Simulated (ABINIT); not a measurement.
# SnSe (Fm-3m) in ABINIT: further runs, part 2 of 2

ABINIT 10.8.3 (patched build). Earlier steps stand in the parts before.

## (3) Band structure, PBEsol

run.abi

```
# Datasets: ground state, then fixed potential
ndtset 2

# Pseudopotentials
pp_dirpath "./"
pseudos "Sn.GGA_PBE-JTH.xml, Se.GGA_PBE-JTH.xml"

# Structure
acell 3*1.0 Angstrom
rprim
     0.0000000000     3.0100000000     3.0100000000
     3.0100000000     0.0000000000     3.0100000000
     3.0100000000     3.0100000000     0.0000000000
ntypat 2
znucl 50 34
natom 2
typat 1 2
xred
     0.0000000000     0.0000000000     0.0000000000
     0.5000000000     0.5000000000     0.5000000000

# Plane-wave basis
ecut 22.0
pawecutdg 44.0

# Exchange and correlation
ixc -116133

# Bands and occupations
occopt 3
tsmear 0.05 eV

# SCF cycle
nstep 100

# Output
iomode 3
prtwf 0
prteig 0
prtebands 0
enunit 1
prtden1 1
prtvha1 1
prtvclmb1 1
prtpot1 1

# Dataset 1
kptopt1 1
ngkpt1 8 8 8
nshiftk1 1
shiftk1 0.0 0.0 0.0
nband1 14
tolvrs1 1.0e-9

# Dataset 2: bands along G-X-W-K-G-L-U-W-L-K
iscf2 -2
getden2 1
nband2 20
nbdbuf2 4
tolwfr2 1.0e-11
kptopt2 -9
ndivsm2 6
prteig2 1
prtvol2 -3
kptbounds2
     0.0000000000     0.0000000000     0.0000000000
     0.5000000000     0.0000000000     0.5000000000
     0.5000000000     0.2500000000     0.7500000000
     0.3750000000     0.3750000000     0.7500000000
     0.0000000000     0.0000000000     0.0000000000
     0.5000000000     0.5000000000     0.5000000000
     0.6250000000     0.2500000000     0.6250000000
     0.5000000000     0.2500000000     0.7500000000
     0.5000000000     0.5000000000     0.5000000000
     0.3750000000     0.3750000000     0.7500000000
```

Potentials or basis: JTH PAW PBE v2.0.

Command:

```bash
> abinit run.abi > log 2>&1
```

run.abo:

```text
.Version 10.8.3 of ABINIT
 DATASET    1 : space group Fm -3 m (#225); Bravais cF (face-center cubic)
================================================================================
 Values of the parameters that define the memory need for DATASET  1.
     intxc =       0    ionmov =       0      iscf =      17    lmnmax =      18
     lnmax =       6     mgfft =      36  mpssoang =       3    mqgrid =    3001
     natom =       2  nloc_mem =       2    nspden =       1   nspinor =       1
    nsppol =       1      nsym =      48    n1xccc =       1    ntypat =       2
    occopt =       3   xclevel =       2
       mpw =        1839          nfft =       46656          nkpt =          29
 PAW method is used; the additional fine FFT grid is defined by:
   mgfftf=        50    nfftf =    125000
================================================================================
================================================================================

 DATASET    2 : space group Fm -3 m (#225); Bravais cF (face-center cubic)
================================================================================
 Values of the parameters that define the memory need for DATASET  2.
     intxc =       0    ionmov =       0      iscf =      -2    lmnmax =      18
     lnmax =       6     mgfft =      36  mpssoang =       3    mqgrid =    3001
     natom =       2  nloc_mem =       2    nspden =       1   nspinor =       1
    nsppol =       1      nsym =      48    n1xccc =       1    ntypat =       2
    occopt =       3   xclevel =       2
       mpw =        1839          nfft =       46656          nkpt =         103
 PAW method is used; the additional fine FFT grid is defined by:
   mgfftf=        50    nfftf =    125000
================================================================================
================================================================================

--------------------------------------------------------------------------------
------------- Echo of variables that govern the present computation ------------
--------------------------------------------------------------------------------
 -outvars: echo values of preprocessed input variables --------
[... 1161 lines left out ...]
 length scales=  1.889726125908  1.889726125908  1.889726125908 bohr
              =  1.000000000000  1.000000000000  1.000000000000 angstroms
 Eigenvalues (   eV  ) for nkpt= 103  k points:
 kpt#   1, nband= 20, wtk=  1.00000, kpt=  0.0000  0.0000  0.0000 (reduced coord)
 -18.05758  -18.05758  -18.05758  -18.05594  -18.05594  -10.45549   -1.68895    1.24049
   1.24049    1.24049    7.72562    7.72562    7.72562    9.24216    9.24216    9.24216
  11.52911   11.59606   11.59606   12.53449
 kpt#   2, nband= 20, wtk=  1.00000, kpt=  0.0294  0.0000  0.0294 (reduced coord)
 -18.05764  -18.05743  -18.05743  -18.05609  -18.05587  -10.44721   -1.73832    1.22496
   1.22496    1.31440    7.53462    7.70824    7.70824    9.16525    9.31278    9.31278
  11.60753   11.63382   11.74653   12.61982
 kpt#   3, nband= 20, wtk=  1.00000, kpt=  0.0588  0.0000  0.0588 (reduced coord)
 -18.05781  -18.05699  -18.05699  -18.05656  -18.05567  -10.42250   -1.87154    1.17932
   1.17932    1.51889    7.05702    7.66835    7.66835    8.96771    9.51124    9.51124
  11.64191   11.91478   12.02305   12.95705
 kpt#   4, nband= 20, wtk=  1.00000, kpt=  0.0882  0.0000  0.0882 (reduced coord)
 -18.05808  -18.05735  -18.05627  -18.05627  -18.05535  -10.38171   -2.05668    1.10632
   1.10632    1.81366    6.44871    7.62933    7.62933    8.70756    9.81090    9.81090
  11.69912   12.21759   12.31392   13.60488
 kpt#   5, nband= 20, wtk=  1.00000, kpt=  0.1176  0.0000  0.1176 (reduced coord)
[... 381 lines left out ...]
   0.62065    1.55621    5.81157    6.17798    8.02165    9.62341   12.31210   12.90694
  15.51292   16.75587   16.87592   18.57878
 kpt# 101, nband= 20, wtk=  1.00000, kpt=  0.4000  0.4000  0.7000 (reduced coord)
 -18.07419  -18.05531  -18.05510  -18.04606  -18.04293   -9.28269   -3.89786   -1.29444
   0.48168    1.31705    6.14941    6.47800    8.32222    9.26240   12.60684   12.98761
  15.58480   16.81445   16.91501   18.67513
 kpt# 102, nband= 20, wtk=  1.00000, kpt=  0.3875  0.3875  0.7250 (reduced coord)
 -18.07588  -18.05633  -18.05413  -18.04512  -18.04248   -9.25474   -3.74628   -1.52939
   0.35987    1.10756    6.42015    6.75931    8.54909    8.93718   12.94338   13.14469
  15.59932   16.65690   17.04778   18.43884
 kpt# 103, nband= 20, wtk=  1.00000, kpt=  0.3750  0.3750  0.7500 (reduced coord)
 -18.07728  -18.05756  -18.05319  -18.04424  -18.04201   -9.23918   -3.61688   -1.66629
   0.25768    0.92640    6.61114    7.01465    8.64857    8.71784   13.24661   13.38065
  15.71446   16.35034   17.05068   18.24275

== END DATASET(S) ==============================================================
================================================================================

 -outvars: echo values of variables after computation  --------
            acell      1.8897261259E+00  1.8897261259E+00  1.8897261259E+00 Bohr
           etotal1    -7.9327357628E+01
            fcart1    -0.0000000000E+00 -0.0000000000E+00 -0.0000000000E+00
                      -0.0000000000E+00 -0.0000000000E+00 -0.0000000000E+00
            rprim      0.0000000000E+00  3.0100000000E+00  3.0100000000E+00
                       3.0100000000E+00  0.0000000000E+00  3.0100000000E+00
                       3.0100000000E+00  3.0100000000E+00  0.0000000000E+00
           strten1     6.5802905376E-05  6.5802905376E-05  6.5802905376E-05
                       0.0000000000E+00  0.0000000000E+00  0.0000000000E+00
           xangst      0.0000000000E+00  0.0000000000E+00  0.0000000000E+00
                       3.0100000000E+00  3.0100000000E+00  3.0100000000E+00
             xred      0.0000000000E+00  0.0000000000E+00  0.0000000000E+00
                       5.0000000000E-01  5.0000000000E-01  5.0000000000E-01
 Calculation completed.
```

Wall time 71 s (1 thread of Arm Neoverse V2, shared host); peak memory 0.16 GiB.

Results:

```
Free energy                                           : -2158.6074 eV
Pressure                                              : -1.9 GPa
Band gap along the path                               : 0.24 eV, indirect (least direct gap 0.27 eV)
Valence electrons inside the program's atomic spheres : Sn 11.77; Se 3.89
```

Levels at the corners of the path, in eV from the valence-band top:
| point | band 6 | band 7 | band 8 | band 9 | band 10 | band 11 | band 12 | band 13 | band 14 | band 15 |
| --- | --- | --- | --- | --- | --- | --- | --- | --- | --- | --- |
| Γ | -13.90 | -5.14 | -2.21 | -2.21 | -2.21 | 4.28 | 4.28 | 4.28 | 5.79 | 5.79 |
| X | -12.68 | -6.07 | -5.53 | -3.67 | -3.67 | 2.90 | 5.30 | 5.30 | 5.90 | 10.51 |
| W | -12.66 | -6.97 | -4.75 | -4.75 | -0.83 | 1.42 | 4.68 | 4.68 | 7.16 | 7.16 |
| K | -12.69 | -7.07 | -5.12 | -3.19 | -2.52 | 3.16 | 3.57 | 5.20 | 5.27 | 9.80 |
| Γ | -13.90 | -5.14 | -2.21 | -2.21 | -2.21 | 4.28 | 4.28 | 4.28 | 5.79 | 5.79 |
| L | -12.97 | -8.11 | -1.96 | -1.96 | -0.11 | 0.54 | 1.18 | 1.18 | 8.12 | 10.05 |
| U | -12.69 | -7.07 | -5.12 | -3.19 | -2.52 | 3.16 | 3.57 | 5.20 | 5.27 | 9.80 |
| W | -12.66 | -6.97 | -4.75 | -4.75 | -0.83 | 1.42 | 4.68 | 4.68 | 7.16 | 7.16 |
| L | -12.97 | -8.11 | -1.96 | -1.96 | -0.11 | 0.54 | 1.18 | 1.18 | 8.12 | 10.05 |
| K | -12.69 | -7.07 | -5.12 | -3.19 | -2.52 | 3.16 | 3.57 | 5.20 | 5.27 | 9.80 |

Caveat: the PAW data sets were made with another functional, which shifts forces and pressure a little; spin-orbit coupling is left out, which moves the levels of the heavy elements.

## (4) Band structure, PBEsol, spin-orbit coupling, no magnetisation

Changes to run.abi since step 3:

```diff
@@ -22,3 +22,3 @@
 # Plane-wave basis
-ecut 22.0
+ecut 598.650497 eV
 pawecutdg 44.0
@@ -31,2 +31,7 @@
 tsmear 0.05 eV
+
+# Spin
+nspinor 2
+nspden 1
+pawspnorb 1
 
@@ -42,8 +47,5 @@
 prtden1 1
-prtvha1 1
-prtvclmb1 1
-prtpot1 1
 
 # Dataset 1
-kptopt1 1
+kptopt1 4
 ngkpt1 8 8 8
@@ -51,3 +53,3 @@
 shiftk1 0.0 0.0 0.0
-nband1 14
+nband1 28
 tolvrs1 1.0e-9
@@ -57,9 +59,8 @@
 getden2 1
-nband2 20
-nbdbuf2 4
+nband2 40
+nbdbuf2 8
 tolwfr2 1.0e-11
 kptopt2 -9
-ndivsm2 6
+ndivsm2 5
 prteig2 1
-prtvol2 -3
 kptbounds2
```

Command:

```bash
> abinit run.abi > log 2>&1
```

Wall time 4.8 min (1 thread of Arm Neoverse V2, shared host); peak memory 0.3 GiB.

It converged, with:

| Quantity | Value |
| --- | --- |
| Free energy | -2158.6793 eV |
| Pressure | -2.0 GPa |
| Band gap along the path | 0.28 eV, direct |
| Valence electrons inside the program's atomic spheres | Sn 11.77; Se 3.89 |

Levels at the corners of the path, in eV from the valence-band top:
| point | band 16 | band 17 | band 18 | band 19 | band 20 | band 21 | band 22 | band 23 | band 24 | band 25 |
| --- | --- | --- | --- | --- | --- | --- | --- | --- | --- | --- |
| Γ | -2.47 | -2.04 | -2.04 | -2.04 | -2.04 | 3.78 | 3.78 | 4.57 | 4.57 | 4.57 |
| X | -5.50 | -3.77 | -3.77 | -3.51 | -3.51 | 2.94 | 2.94 | 5.04 | 5.04 | 5.61 |
| W | -4.74 | -4.72 | -4.72 | -0.80 | -0.80 | 1.44 | 1.44 | 4.68 | 4.68 | 4.75 |
| K | -5.09 | -3.18 | -3.18 | -2.47 | -2.47 | 3.12 | 3.12 | 3.65 | 3.65 | 5.19 |
| Γ | -2.47 | -2.04 | -2.04 | -2.04 | -2.04 | 3.78 | 3.78 | 4.57 | 4.57 | 4.57 |
| L | -2.05 | -1.81 | -1.81 | -0.12 | -0.12 | 0.58 | 0.58 | 1.05 | 1.05 | 1.40 |
| U | -5.09 | -3.18 | -3.18 | -2.47 | -2.47 | 3.12 | 3.12 | 3.65 | 3.65 | 5.19 |
| W | -4.74 | -4.72 | -4.72 | -0.80 | -0.80 | 1.44 | 1.44 | 4.68 | 4.68 | 4.75 |
| L | -2.05 | -1.81 | -1.81 | -0.12 | -0.12 | 0.58 | 0.58 | 1.05 | 1.05 | 1.40 |
| K | -5.09 | -3.18 | -3.18 | -2.47 | -2.47 | 3.12 | 3.12 | 3.65 | 3.65 | 5.19 |

Caveat: the PAW data sets were made with another functional, which shifts forces and pressure a little.

## (5) Band structure, LDA-PZ

Changes to run.abi since step 4:

```diff
@@ -5,10 +5,10 @@
 pp_dirpath "./"
-pseudos "Sn.GGA_PBE-JTH.xml, Se.GGA_PBE-JTH.xml"
+pseudos "Sn.LDA_PW-JTH.xml, Se.LDA_PW-JTH.xml"
 
 # Structure
-acell 3*1.0 Angstrom
+acell 8.044153707 8.044153707 8.044153707
 rprim
-     0.0000000000     3.0100000000     3.0100000000
-     3.0100000000     0.0000000000     3.0100000000
-     3.0100000000     3.0100000000     0.0000000000
+     0.0000000000     0.7071067812     0.7071067812
+     0.7071067812     0.0000000000     0.7071067812
+     0.7071067812     0.7071067812     0.0000000000
 ntypat 2
@@ -22,7 +22,7 @@
 # Plane-wave basis
-ecut 598.650497 eV
-pawecutdg 44.0
+ecut 408.170794 eV
+pawecutdg 30.0
 
 # Exchange and correlation
-ixc -116133
+ixc 2
 
@@ -31,7 +31,2 @@
 tsmear 0.05 eV
-
-# Spin
-nspinor 2
-nspden 1
-pawspnorb 1
 
@@ -45,7 +40,9 @@
 prtebands 0
-enunit 1
 prtden1 1
+prtvha1 1
+prtvclmb1 1
+prtpot1 1
 
 # Dataset 1
-kptopt1 4
+kptopt1 1
 ngkpt1 8 8 8
@@ -53,3 +50,3 @@
 shiftk1 0.0 0.0 0.0
-nband1 28
+nband1 14
 tolvrs1 1.0e-9
@@ -59,8 +56,9 @@
 getden2 1
-nband2 40
-nbdbuf2 8
+nband2 20
+nbdbuf2 4
 tolwfr2 1.0e-11
 kptopt2 -9
-ndivsm2 5
+ndivsm2 8
 prteig2 1
+prtvol2 -3
 kptbounds2
```

Potentials or basis: JTH PAW LDA v2.0.

Command:

```bash
> abinit run.abi > log 2>&1
```

Run time: 48 s. Hardware: 1 thread of Arm Neoverse V2, shared host; peak memory 0.12 GiB.

Results (log left out):

| Property | Result |
| --- | --- |
| Free energy | -2165.1914 eV |
| Band gap on the k mesh | 0.62 eV, direct |
| Valence electrons inside the program's atomic spheres | Sn 11.78; Se 3.88 |

Levels at the corners of the path, in eV from the valence-band top:
```tsv
point	band 8	band 9	band 10	band 11	band 12	band 13
Γ	-2.23	-2.23	-2.23	4.17	4.17	4.17
X	-5.53	-3.69	-3.69	2.94	5.19	5.19
W	-4.76	-4.76	-0.88	1.34	4.64	4.64
K	-5.12	-3.21	-2.58	3.10	3.48	5.19
Γ	-2.23	-2.23	-2.23	4.17	4.17	4.17
L	-1.96	-1.96	-0.17	0.44	1.11	1.11
U	-5.12	-3.21	-2.58	3.10	3.48	5.19
W	-4.76	-4.76	-0.88	1.34	4.64	4.64
L	-1.96	-1.96	-0.17	0.44	1.11	1.11
K	-5.12	-3.21	-2.58	3.10	3.48	5.19
```

Caveat: the cutoff is too short for stress, so the log's stress isn't used; spin-orbit coupling is left out, which moves the levels of the heavy elements. A k mesh can miss the band edges.

## (6) Overview

| task | level | potentials or basis | spin | cutoff (eV) | fine-grid cutoff | pressure (GPa) |
| --- | --- | --- | --- | --- | --- | --- |
| equation of state | PBEsol | JTH PAW PBE v2.0 | off | 599 | 1197.3 eV | - |
| band structure | PBEsol | JTH PAW PBE v2.0 | off | 599 | 1197.3 eV | -1.9 |
| band structure | PBEsol | JTH PAW PBE v2.0 | SOC, no magnetisation | 599 | 1197.3 eV | -2.0 |
| band structure | LDA-PZ | JTH PAW LDA v2.0 | off | 408 | 816.342 eV | - |

Alike in all rows: cell as given; k mesh 8 × 8 × 8; smearing fermi-dirac 0.05 eV.

Caveats: the PAW data sets were made with another functional, which shifts forces and pressure a little (some runs); spin-orbit coupling is left out, which moves the levels of the heavy elements (some runs); pressures at fixed basis lie under the slope of the energies (some runs).

Total energies depend on the potentials used, so only differences within one code and one set of settings carry meaning.
